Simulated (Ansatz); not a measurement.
A run of Ansatz 0.2.0 is set up as follows.

input.yaml

```yaml
crystal:
  lattice:
    - [1.6022198417, 0.9250420569, 2.5664708903]
    - [-1.6022198417, 0.9250420569, 2.5664708903]
    - [0.0, -1.8500841138, 2.5664708903]
  atoms:
    - { symbol: Co, position: [0.99897832, 0.99897832, 0.99897832], spin: 2.0 }
    - { symbol: O, position: [0.75102103, 0.75102103, 0.75102103] }
hamiltonian:
  xc: pbesol
  pseudopotentials: { kind: paw }
magnetization:
  spin_polarized: true
kpoints:
  mp_grid: { grid: [10, 10, 10] }
  band_path:
    path:
      - [[0.0, 0.0, 0.0], [0.5, 0.0, 0.0], [0.5, 0.2532748666, -0.2532748666]]
      - [[0.7467251334, 0.5, 0.2532748666], [0.5, 0.5, 0.5], [0.0, 0.0, 0.0], [0.3766374333, 0.0, -0.3766374333]]
      - [[0.6233625667, 0.3766374333, 0.0], [0.5, 0.5, 0.0], [0.6233625667, 0.6233625667, 0.2532748666], [0.5, 0.5, 0.5]]
      - [[0.5, 0.0, 0.0], [0.7467251334, 0.3766374333, 0.3766374333]]
    npoints: 14
scf:
  occupations: { method: fermi_dirac, width: 0.05 }
  n_extra_bands: 6
output:
  forces: true
  stress: true
  eigenvalues: true
  fatbands: true
```

Potentials or basis: Ansatz PAW.

Run with:

```sh
$ ansatz run input.yaml --threads 2 --pin off --max-ram 5632MiB --backend cpu --events-out ev --progress --plain --runs-dir out
```

**Question.** Predict the pressure.

**Answer.** -7.9 GPa.

**Question.** Predict the band gap on the k mesh.

**Answer.** None (metal or under the smearing width).

Levels at the corners of the path, in eV from the Fermi level:
Spin up:
| point | band 10 | band 11 | band 12 | band 13 | band 14 | band 15 | band 16 | band 17 |
| --- | --- | --- | --- | --- | --- | --- | --- | --- |
| Γ | -2.32 | 0.00 | 0.25 | 0.25 | 0.41 | 13.77 | 13.77 | 14.35 |
| L | -2.25 | -2.24 | -0.55 | -0.49 | 5.53 | 6.79 | 13.33 | 13.68 |
| B1 | -2.72 | -2.05 | -1.89 | -0.87 | 6.77 | 9.78 | 10.05 | 11.17 |
| B | -2.72 | -2.05 | -1.89 | -0.87 | 6.77 | 9.78 | 10.05 | 11.17 |
| Z | -2.27 | -2.27 | -0.67 | -0.67 | 5.50 | 7.11 | 13.24 | 13.24 |
| Γ | -2.32 | 0.00 | 0.25 | 0.25 | 0.41 | 13.77 | 13.77 | 14.35 |
| X | -2.31 | -2.23 | -1.38 | -1.12 | 6.26 | 9.19 | 9.79 | 14.01 |
| Q | -2.31 | -2.23 | -1.38 | -1.12 | 6.26 | 9.19 | 9.79 | 14.01 |
| F | -2.01 | -1.84 | -1.69 | -1.62 | 5.07 | 9.77 | 10.88 | 13.93 |
| P1 | -2.36 | -2.23 | -1.36 | -1.19 | 6.36 | 9.12 | 9.84 | 13.67 |
| Z | -2.27 | -2.27 | -0.67 | -0.67 | 5.50 | 7.11 | 13.24 | 13.24 |
| L | -2.25 | -2.24 | -0.55 | -0.49 | 5.53 | 6.79 | 13.33 | 13.68 |
| P | -2.36 | -2.23 | -1.36 | -1.19 | 6.36 | 9.12 | 9.84 | 13.67 |
Spin down:
```csv
point,band 6,band 7,band 8,band 9,band 10,band 11,band 12,band 13,band 14,band 15
Γ,-5.11,-5.03,-5.03,-0.44,-0.44,0.48,2.52,2.52,2.61,14.26
L,-6.62,-4.85,-4.83,-0.24,-0.22,0.15,1.66,1.69,6.00,7.53
B1,-5.92,-5.42,-4.65,-1.03,-0.41,-0.01,0.80,1.31,7.73,10.44
B,-5.92,-5.42,-4.65,-1.03,-0.41,-0.01,0.80,1.31,7.73,10.44
Z,-6.58,-4.78,-4.78,-0.21,-0.21,-0.01,1.54,1.54,5.96,7.88
Γ,-5.11,-5.03,-5.03,-0.44,-0.44,0.48,2.52,2.52,2.61,14.26
X,-6.21,-5.18,-4.65,-0.98,-0.21,0.07,0.90,1.20,7.17,9.79
Q,-6.21,-5.18,-4.65,-0.98,-0.21,0.07,0.90,1.20,7.17,9.79
F,-6.66,-4.58,-4.54,-0.96,-0.05,0.08,0.80,0.88,6.04,10.46
P1,-6.16,-5.21,-4.61,-1.01,-0.21,0.01,0.94,1.13,7.26,9.74
Z,-6.58,-4.78,-4.78,-0.21,-0.21,-0.01,1.54,1.54,5.96,7.88
L,-6.62,-4.85,-4.83,-0.24,-0.22,0.15,1.66,1.69,6.00,7.53
P,-6.16,-5.21,-4.61,-1.01,-0.21,0.01,0.94,1.13,7.26,9.74
```

Caveat: the pressure holds a Pulay correction of +0.7 GPa for the finite cutoff; a cell with one magnetic atom can't hold antiferromagnetic order, which such compounds often take; semilocal functionals often make such compounds metallic where correlation or magnetic order opens a gap, which also shifts bond lengths; the PAW data sets come from PBE, with cores solved anew for the run's functional, which leaves a small shift of forces and pressure. With open d or f shells a metallic result of PBEsol can be an artefact of self-interaction; +U or a hybrid may open a gap.
